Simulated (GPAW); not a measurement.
# TiCo2 (Fd-3m) in GPAW: a series of runs

Runs on TiCo2. Level: PBEsol. Tasks: relaxation of cell and atoms.

All numbers are computed with GPAW 26.7.0; they aren't measurements. Logs are shortened: lines on timing, memory, paths and dates and some standing lists are left out, and cuts for length are marked. The log counts tension as positive stress, the text compression.

### Step 1. The crystal as given

Symmetry: Fd-3m, No. 227, cubic system. Conventional cell: a = 6.704 Å, b = 6.704 Å, c = 6.704 Å, α = 90.00°, β = 90.00°, γ = 90.00°. Co (site symmetry -3m) is surrounded by 6 Co at 2.37 Å. Ti (site symmetry -43m) has 12 Co at 2.78 Å and 4 Ti at 2.90 Å as nearest neighbours.

### Step 2. Relaxation of cell and atoms, PBEsol, collinear spin, ferromagnetic start

File run.py:

```python
from ase import Atoms
from ase.filters import FrechetCellFilter
from ase.io import write
from ase.optimize import BFGS
from gpaw import GPAW, PW, setup_paths

setup_paths.insert(0, '.')

atoms = Atoms(['Co', 'Co', 'Co', 'Co', 'Ti', 'Ti'],
              cell=[[0.0, 3.352, 3.352],
                    [3.352, 0.0, 3.352],
                    [3.352, 3.352, 0.0]],
              scaled_positions=[[0.125, 0.625, 0.125],
                                [0.125, 0.125, 0.625],
                                [0.625, 0.125, 0.125],
                                [0.125, 0.125, 0.125],
                                [0.75, 0.75, 0.75],
                                [0.5, 0.5, 0.5]],
              pbc=True)
atoms.set_initial_magnetic_moments([2.0, 2.0, 2.0, 2.0, 1.0, 1.0])

calc = GPAW(mode=PW(600),
            xc='PBEsol',
            kpts={'size': (5, 5, 5), 'gamma': True},
            occupations={'name': 'fermi-dirac', 'width': 0.05},
            nbands=57,
            convergence={'density': 1e-05, 'forces': 0.0001},
            maxiter=150,
            txt='gpaw.txt')
atoms.calc = calc
opt = BFGS(FrechetCellFilter(atoms), trajectory='relax.traj', logfile='-')
done = opt.run(fmax=0.02, steps=60)
calc.write('gs.gpw')
write('result.traj', atoms)
print('Converged:', done)
print('Cell:', atoms.cell.cellpar().round(4))
print('Volume:', round(atoms.get_volume(), 4))
print(atoms.get_scaled_positions().round(5))
```

Potentials or basis: PAW data sets generated in the run's folder for this functional, pw.

Started as:

```console
> gpaw-setup -f PBEsol Co Ti
> OMP_NUM_THREADS=1 python run.py
```

gpaw.txt:

```text
__  _  _
 | _ |_)|_||  |
 |__||  | ||/\| - 26.7.0

Input parameters:
  mode=PW(ecut=600.0),
  convergence={'density': 1e-05, 'forces': 0.0001},
  kpts=MonkhorstPack(size=(5, 5, 5), gamma=True),
  maxiter=150,
  nbands=57,
  occupations=Occupations(name='fermi-dirac', width=0.05),
  xc=XC(name='PBEsol')

Diagonalizing LCAO Hamiltonian
Converting LCAO to pw mode

                    Ti

               Ti
        Co
           Co
            Co
       Co

Atoms  # Å, Bohr magnetons
|   | symbol |        x |        y |        z |    initial magnetic moments |
|---|--------|----------|----------|----------|-----------------------------|
| 0 |     Co | 2.514000 | 0.838000 | 2.514000 | ( 0.0000,  0.0000,  2.0000) |
| 1 |     Co | 2.514000 | 2.514000 | 0.838000 | ( 0.0000,  0.0000,  2.0000) |
| 2 |     Co | 0.838000 | 2.514000 | 2.514000 | ( 0.0000,  0.0000,  2.0000) |
| 3 |     Co | 0.838000 | 0.838000 | 0.838000 | ( 0.0000,  0.0000,  2.0000) |
| 4 |     Ti | 5.028000 | 5.028000 | 5.028000 | ( 0.0000,  0.0000,  1.0000) |
| 5 |     Ti | 3.352000 | 3.352000 | 3.352000 | ( 0.0000,  0.0000,  1.0000) |

Unit cell  # Å
| periodic |        x |        y |        z |  lengths |    angles |
|----------|----------|----------|----------|----------|-----------|
|      yes | 0.000000 | 3.352000 | 3.352000 | 4.740444 | 60.000000 |
|      yes | 3.352000 | 0.000000 | 3.352000 | 4.740444 | 60.000000 |
|      yes | 3.352000 | 3.352000 | 0.000000 | 4.740444 | 60.000000 |

Number of symmetries: 24
Symmetry operations  # r_c * U_cc + t_c -> r_c
|    | kind |            matrix            |
|----|------|------------------------------|
|  0 |  E   |  1, 0, 0,  0, 1, 0,  0, 0, 1 |
|  1 |  σ   |  1, 0, 0,  0, 0, 1,  0, 1, 0 |
|  2 |  σ   |  1, 0,-1,  0, 1,-1,  0, 0,-1 |
|  3 |  C3  |  1, 0,-1,  0, 0,-1,  0, 1,-1 |
|  4 |  C3  |  1,-1, 0,  0,-1, 1,  0,-1, 0 |
|  5 |  σ   |  1,-1, 0,  0,-1, 0,  0,-1, 1 |
|  6 |  σ   |  0, 1, 0,  1, 0, 0,  0, 0, 1 |
|  7 |  C3  |  0, 1, 0,  0, 0, 1,  1, 0, 0 |
|  8 |  C2  |  0, 1,-1,  1, 0,-1,  0, 0,-1 |
|  9 |  S4  |  0, 1,-1,  0, 0,-1,  1, 0,-1 |
| 10 |  C3  |  0, 0, 1,  1, 0, 0,  0, 1, 0 |
| 11 |  σ   |  0, 0, 1,  0, 1, 0,  1, 0, 0 |
| 12 |  S4  |  0, 0,-1,  1, 0,-1,  0, 1,-1 |
| 13 |  C3  |  0, 0,-1,  0, 1,-1,  1, 0,-1 |
[... 251 lines left out ...]
Atoms  # Å, Bohr magnetons
|   | symbol |        x |        y |        z |    initial magnetic moments |
|---|--------|----------|----------|----------|-----------------------------|
| 0 |     Co | 2.508705 | 0.836236 | 2.508705 | ( 0.0000,  0.0000,  0.7896) |
| 1 |     Co | 2.508705 | 2.508705 | 0.836236 | ( 0.0000,  0.0000,  0.7896) |
| 2 |     Co | 0.836236 | 2.508705 | 2.508705 | ( 0.0000,  0.0000,  0.7896) |
| 3 |     Co | 0.836236 | 0.836236 | 0.836236 | ( 0.0000,  0.0000,  0.7896) |
| 4 |     Ti | 5.017411 | 5.017411 | 5.017411 | ( 0.0000,  0.0000, -0.2533) |
| 5 |     Ti | 3.344941 | 3.344941 | 3.344941 | ( 0.0000,  0.0000, -0.2533) |

Unit cell  # Å
| periodic |         x |         y |         z |  lengths |    angles |
|----------|-----------|-----------|-----------|----------|-----------|
|      yes | -0.000000 |  3.344941 |  3.344941 | 4.730461 | 60.000000 |
|      yes |  3.344941 | -0.000000 |  3.344941 | 4.730461 | 60.000000 |
|      yes |  3.344941 |  3.344941 | -0.000000 | 4.730461 | 60.000000 |

Number of symmetries: 24
Symmetry operations  # r_c * U_cc + t_c -> r_c
|    | kind |            matrix            |
|----|------|------------------------------|
|  0 |  E   |  1, 0, 0,  0, 1, 0,  0, 0, 1 |
|  1 |  σ   |  1, 0, 0,  0, 0, 1,  0, 1, 0 |
|  2 |  σ   |  1, 0,-1,  0, 1,-1,  0, 0,-1 |
|  3 |  C3  |  1, 0,-1,  0, 0,-1,  0, 1,-1 |
|  4 |  C3  |  1,-1, 0,  0,-1, 1,  0,-1, 0 |
|  5 |  σ   |  1,-1, 0,  0,-1, 0,  0,-1, 1 |
|  6 |  σ   |  0, 1, 0,  1, 0, 0,  0, 0, 1 |
|  7 |  C3  |  0, 1, 0,  0, 0, 1,  1, 0, 0 |
|  8 |  C2  |  0, 1,-1,  1, 0,-1,  0, 0,-1 |
|  9 |  S4  |  0, 1,-1,  0, 0,-1,  1, 0,-1 |
| 10 |  C3  |  0, 0, 1,  1, 0, 0,  0, 1, 0 |
| 11 |  σ   |  0, 0, 1,  0, 1, 0,  1, 0, 0 |
| 12 |  S4  |  0, 0,-1,  1, 0,-1,  0, 1,-1 |
| 13 |  C3  |  0, 0,-1,  0, 1,-1,  1, 0,-1 |
[... 214 lines left out ...]
|         37 |        11.259 |     0.000 |        11.323 |     0.000 |
|         38 |        12.678 |     0.000 |        12.553 |     0.000 |
|        ... |               |           |               |           |
|         56 |        29.752 |     0.000 |        29.734 |     0.000 |

No gap
No difference between direct/indirect transitions

Stress tensor  # eV/Ang^3
|        x |         y |         z |
|----------|-----------|-----------|
| 0.063996 |  0.000000 |  0.000000 |
| 0.000000 |  0.063996 | -0.000000 |
| 0.000000 | -0.000000 |  0.063996 |

Forces  # eV/Ang
|        x |        y |        z |
|----------|----------|----------|
|  0.00001 | -0.00001 |  0.00001 |  # Co   0
|  0.00001 |  0.00001 | -0.00001 |  # Co   1
| -0.00001 |  0.00001 |  0.00001 |  # Co   2
| -0.00001 | -0.00001 | -0.00001 |  # Co   3
| -0.00000 | -0.00000 | -0.00000 |  # Ti   4
|  0.00000 |  0.00000 |  0.00000 |  # Ti   5
[... 11 lines left out ...]
Atoms  # Å, Bohr magnetons
|   | symbol |        x |        y |        z |    initial magnetic moments |
|---|--------|----------|----------|----------|-----------------------------|
| 0 |     Co | 2.460673 | 0.820223 | 2.460673 | ( 0.0000,  0.0000,  0.7697) |
| 1 |     Co | 2.460673 | 2.460673 | 0.820223 | ( 0.0000,  0.0000,  0.7697) |
| 2 |     Co | 0.820223 | 2.460673 | 2.460673 | ( 0.0000,  0.0000,  0.7697) |
| 3 |     Co | 0.820223 | 0.820223 | 0.820223 | ( 0.0000,  0.0000,  0.7697) |
| 4 |     Ti | 4.921345 | 4.921345 | 4.921345 | ( 0.0000,  0.0000, -0.2440) |
| 5 |     Ti | 3.280897 | 3.280897 | 3.280897 | ( 0.0000,  0.0000, -0.2440) |

Unit cell  # Å
| periodic |        x |         y |        z |  lengths |    angles |
|----------|----------|-----------|----------|----------|-----------|
|      yes | 0.000000 |  3.280897 | 3.280897 | 4.639888 | 60.000000 |
|      yes | 3.280897 | -0.000000 | 3.280897 | 4.639888 | 60.000000 |
|      yes | 3.280897 |  3.280897 | 0.000000 | 4.639888 | 60.000000 |

Number of symmetries: 24
Symmetry operations  # r_c * U_cc + t_c -> r_c
|    | kind |            matrix            |
|----|------|------------------------------|
|  0 |  E   |  1, 0, 0,  0, 1, 0,  0, 0, 1 |
|  1 |  σ   |  1, 0, 0,  0, 0, 1,  0, 1, 0 |
|  2 |  σ   |  1, 0,-1,  0, 1,-1,  0, 0,-1 |
|  3 |  C3  |  1, 0,-1,  0, 0,-1,  0, 1,-1 |
|  4 |  C3  |  1,-1, 0,  0,-1, 1,  0,-1, 0 |
|  5 |  σ   |  1,-1, 0,  0,-1, 0,  0,-1, 1 |
|  6 |  σ   |  0, 1, 0,  1, 0, 0,  0, 0, 1 |
|  7 |  C3  |  0, 1, 0,  0, 0, 1,  1, 0, 0 |
|  8 |  C2  |  0, 1,-1,  1, 0,-1,  0, 0,-1 |
|  9 |  S4  |  0, 1,-1,  0, 0,-1,  1, 0,-1 |
| 10 |  C3  |  0, 0, 1,  1, 0, 0,  0, 1, 0 |
| 11 |  σ   |  0, 0, 1,  0, 1, 0,  1, 0, 0 |
| 12 |  S4  |  0, 0,-1,  1, 0,-1,  0, 1,-1 |
| 13 |  C3  |  0, 0,-1,  0, 1,-1,  1, 0,-1 |
[... 224 lines left out ...]
|         37 |        12.184 |     0.000 |        12.184 |     0.000 |
|         38 |        13.595 |     0.000 |        13.595 |     0.000 |
|        ... |               |           |               |           |
|         56 |        31.365 |     0.000 |        31.365 |     0.000 |

No gap
No difference between direct/indirect transitions

Stress tensor  # eV/Ang^3
|         x |         y |         z |
|-----------|-----------|-----------|
|  0.003711 |  0.000000 | -0.000000 |
|  0.000000 |  0.003711 | -0.000000 |
| -0.000000 | -0.000000 |  0.003711 |

Forces  # eV/Ang
|        x |        y |        z |
|----------|----------|----------|
| -0.00005 |  0.00005 | -0.00005 |  # Co   0
| -0.00005 | -0.00005 |  0.00005 |  # Co   1
|  0.00005 | -0.00005 | -0.00005 |  # Co   2
|  0.00005 |  0.00005 |  0.00005 |  # Co   3
|  0.00000 |  0.00000 |  0.00000 |  # Ti   4
| -0.00000 | -0.00000 | -0.00000 |  # Ti   5
[... 11 lines left out ...]
Atoms  # Å, Bohr magnetons
|   | symbol |        x |        y |        z |    initial magnetic moments |
|---|--------|----------|----------|----------|-----------------------------|
| 0 |     Co | 2.457920 | 0.819306 | 2.457920 | ( 0.0000,  0.0000, -0.0000) |
| 1 |     Co | 2.457920 | 2.457920 | 0.819306 | ( 0.0000,  0.0000, -0.0000) |
| 2 |     Co | 0.819306 | 2.457920 | 2.457920 | ( 0.0000,  0.0000, -0.0000) |
| 3 |     Co | 0.819306 | 0.819306 | 0.819306 | ( 0.0000,  0.0000, -0.0000) |
| 4 |     Ti | 4.915840 | 4.915840 | 4.915840 | ( 0.0000,  0.0000, -0.0000) |
| 5 |     Ti | 3.277227 | 3.277227 | 3.277227 | ( 0.0000,  0.0000, -0.0000) |

Unit cell  # Å
| periodic |        x |         y |        z |  lengths |    angles |
|----------|----------|-----------|----------|----------|-----------|
|      yes | 0.000000 |  3.277227 | 3.277227 | 4.634699 | 60.000000 |
|      yes | 3.277227 | -0.000000 | 3.277227 | 4.634699 | 60.000000 |
|      yes | 3.277227 |  3.277227 | 0.000000 | 4.634699 | 60.000000 |

Number of symmetries: 24
Symmetry operations  # r_c * U_cc + t_c -> r_c
|    | kind |            matrix            |
|----|------|------------------------------|
|  0 |  E   |  1, 0, 0,  0, 1, 0,  0, 0, 1 |
|  1 |  σ   |  1, 0, 0,  0, 0, 1,  0, 1, 0 |
|  2 |  σ   |  1, 0,-1,  0, 1,-1,  0, 0,-1 |
|  3 |  C3  |  1, 0,-1,  0, 0,-1,  0, 1,-1 |
|  4 |  C3  |  1,-1, 0,  0,-1, 1,  0,-1, 0 |
|  5 |  σ   |  1,-1, 0,  0,-1, 0,  0,-1, 1 |
|  6 |  σ   |  0, 1, 0,  1, 0, 0,  0, 0, 1 |
|  7 |  C3  |  0, 1, 0,  0, 0, 1,  1, 0, 0 |
|  8 |  C2  |  0, 1,-1,  1, 0,-1,  0, 0,-1 |
|  9 |  S4  |  0, 1,-1,  0, 0,-1,  1, 0,-1 |
| 10 |  C3  |  0, 0, 1,  1, 0, 0,  0, 1, 0 |
| 11 |  σ   |  0, 0, 1,  0, 1, 0,  1, 0, 0 |
| 12 |  S4  |  0, 0,-1,  1, 0,-1,  0, 1,-1 |
| 13 |  C3  |  0, 0,-1,  0, 1,-1,  1, 0,-1 |
[... 208 lines left out ...]
|         37 |        12.238 |     0.000 |        12.238 |     0.000 |
|         38 |        13.655 |     0.000 |        13.655 |     0.000 |
|        ... |               |           |               |           |
|         56 |        31.461 |     0.000 |        31.461 |     0.000 |

No gap
No difference between direct/indirect transitions

Stress tensor  # eV/Ang^3
|         x |         y |         z |
|-----------|-----------|-----------|
| -0.001254 | -0.000000 |  0.000000 |
| -0.000000 | -0.001254 |  0.000000 |
|  0.000000 |  0.000000 | -0.001254 |

Forces  # eV/Ang
|        x |        y |        z |
|----------|----------|----------|
| -0.00001 |  0.00001 | -0.00001 |  # Co   0
| -0.00001 | -0.00001 |  0.00001 |  # Co   1
|  0.00001 | -0.00001 | -0.00001 |  # Co   2
|  0.00001 |  0.00001 |  0.00001 |  # Co   3
| -0.00000 |  0.00000 |  0.00000 |  # Ti   4
| -0.00000 | -0.00000 |  0.00000 |  # Ti   5

# Writing to gs.gpw (mode='')
```

It took 7.5 min on 1 thread of Arm Neoverse V2, shared host; peak memory 0.3 GiB.

What came out:

```
Free energy                            : -52.3195 eV
Relaxed volume                         : 11.73 Å³/atom
Relaxed cell                           : a = 4.635 Å, b = 4.635 Å, c = 4.635 Å, α = 60.00°, β = 60.00°, γ = 60.00°
Space group after relaxing (to 0.05 Å) : Fd-3m (No. 227)
Energy gained by relaxing              : 28.1 meV/atom
Ionic steps                            : 4
Pressure after relaxing                : 0.2 GPa
Band gap on the k mesh                 : none (metal or under the smearing width)
Net moment                             : 0.00 μB per cell
```

Step by step:
| step | energy change (eV) | largest force (eV/Å) | pressure (GPa) | volume (Å³) |
| --- | --- | --- | --- | --- |
| 1 | 0.0000 | 0.0000 | -11.30 | 75.33 |
| 2 | -0.0292 | 0.0000 | -10.25 | 74.85 |
| 3 | -0.1691 | 0.0001 | -0.59 | 70.63 |
| 4 | -0.1684 | 0.0000 | 0.20 | 70.40 |

Final structure:
```
Co Ti
1.0
     0.00000    3.27723    3.27723
     3.27723    0.00000    3.27723
     3.27723    3.27723    0.00000
Co Ti
4 2
Direct
  0.12500 0.62500 0.12500
  0.12500 0.12500 0.62500
  0.62500 0.12500 0.12500
  0.12500 0.12500 0.12500
  0.75000 0.75000 0.75000
  0.50000 0.50000 0.50000
```

Levels at points of the mesh, in eV from the Fermi level:
Spin up:
```tsv
k point	band 27	band 28	band 29	band 30	band 31	band 32	band 33	band 34
(0.00, 0.00, 0.00)	-0.64	-0.64	-0.56	-0.56	-0.56	0.87	0.87	0.87
```
Spin down:
| k point | band 27 | band 28 | band 29 | band 30 | band 31 | band 32 | band 33 | band 34 |
| --- | --- | --- | --- | --- | --- | --- | --- | --- |
| (0.00, 0.00, 0.00) | -0.64 | -0.64 | -0.56 | -0.56 | -0.56 | 0.87 | 0.87 | 0.87 |

Caveat: each step starts from the last one's moments, so a moment once lost doesn't come back; the starting moments collapsed, and a magnetic state may lie lower; later steps reuse the first step's grids.

### Step 3. Relaxation of cell and atoms, PBEsol, collinear spin, ferromagnetic start, target pressure 2 GPa, at which the enthalpy is minimised

run.py: that of step 2 with these lines changed.

```diff
@@ -4,2 +4,3 @@
 from ase.optimize import BFGS
+from ase.units import GPa
 from gpaw import GPAW, PW, setup_paths
@@ -30,3 +31,3 @@
 atoms.calc = calc
-opt = BFGS(FrechetCellFilter(atoms), trajectory='relax.traj', logfile='-')
+opt = BFGS(FrechetCellFilter(atoms, scalar_pressure=2 * GPa), trajectory='relax.traj', logfile='-')
 done = opt.run(fmax=0.02, steps=60)
```

Potentials or basis: PAW data sets generated in the run's folder for this functional, pw.

Started as:

```console
> gpaw-setup -f PBEsol Co Ti
> OMP_NUM_THREADS=1 python run.py
```

Run time: 6 min. Hardware: 1 thread of Arm Neoverse V2, shared host; peak memory 0.29 GiB.

The run converged. Its results:

- Free energy: -52.3114 eV
- Relaxed volume: 11.65 Å³/atom
- Relaxed cell: a = 4.624 Å, b = 4.624 Å, c = 4.624 Å, α = 60.00°, β = 60.00°, γ = 60.00°
- Space group after relaxing (to 0.05 Å): Fd-3m (No. 227)
- Energy change on relaxing (the enthalpy is what falls): -26.8 meV/atom
- Ionic steps: 3
- Pressure after relaxing: 1.9 GPa
- Band gap on the k mesh: none (metal or under the smearing width)
- Net moment: 0.00 μB per cell

Step by step:
```
step  energy change (eV)  largest force (eV/Å)  pressure (GPa)  volume (Å³)
   1              0.0000                0.0000          -11.30        75.33
   2             -0.0340                0.0000          -10.06        74.77
   3             -0.1607                0.0001            1.88        69.90
```

Final structure:
```cif
data_structure
_symmetry_space_group_name_H-M 'P 1'
_symmetry_Int_Tables_number 1
_cell_length_a 4.6238
_cell_length_b 4.6238
_cell_length_c 4.6238
_cell_angle_alpha 60.000
_cell_angle_beta 60.000
_cell_angle_gamma 60.000
_cell_volume 69.90
loop_
_atom_site_label
_atom_site_type_symbol
_atom_site_fract_x
_atom_site_fract_y
_atom_site_fract_z
_atom_site_occupancy
Co1 Co 0.12500 0.62500 0.12500 1
Co2 Co 0.12500 0.12500 0.62500 1
Co3 Co 0.62500 0.12500 0.12500 1
Co4 Co 0.12500 0.12500 0.12500 1
Ti1 Ti 0.75000 0.75000 0.75000 1
Ti2 Ti 0.50000 0.50000 0.50000 1
```

Levels at points of the mesh, in eV from the Fermi level:
Spin up:
```tsv
k point	band 28	band 29	band 30	band 31	band 32	band 33
(0.00, 0.00, 0.00)	-0.65	-0.57	-0.57	-0.57	0.88	0.88
```
Spin down:
```tsv
k point	band 26	band 27	band 28	band 29	band 30	band 31	band 32	band 33	band 34	band 35
(0.00, 0.00, 0.00)	-0.79	-0.65	-0.65	-0.57	-0.57	-0.57	0.88	0.88	0.88	1.07
```

Caveat: each step starts from the last one's moments, so a moment once lost doesn't come back; the starting moments collapsed, and a magnetic state may lie lower; later steps reuse the first step's grids.
